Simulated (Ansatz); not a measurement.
Crystal: Ni.

```
CELL_PARAMETERS angstrom
2.44802 0.00000 0.00000
-1.22401 2.12005 0.00000
0.00000 0.00000 4.07281
ATOMIC_POSITIONS crystal
Ni 0.66667 0.33333 0.75000
Ni 0.33333 0.66667 0.25000
```

This isn't the form of Ni at room conditions, which is fcc.

Alike in all runs: program Ansatz 0.2.0; functional PBEsol; potentials or basis all-electron LAPW, scalar-relativistic; cutoff 323 eV (chosen from the basis error); basis error allowed 0.001 eV/atom; k mesh 12 × 12 × 7; occupations fermi-dirac, width 0.05 eV.

Starts and where they ended:

```csv
start,free energy over the lowest (meV/atom),net moment (μB),site or absolute moments (μB),gap
no spin polarisation,46.7,-,-,none (metal or under the smearing width)
"collinear spin, ferrimagnetic start of up to 1 μB",0.0,1.30,Ni +0.68,none (metal or under the smearing width)
"collinear spin, antiferromagnetic start of up to 1 μB",0.0,-1.30,Ni -0.68,none (metal or under the smearing width)
"collinear spin, ferromagnetic start of up to 1 μB",0.0,1.30,Ni +0.68,none (metal or under the smearing width)
```

Allowing spin polarisation gains 47 meV/atom. A still lower state may exist.

Caveats: the starting moments weren't kept (some runs).
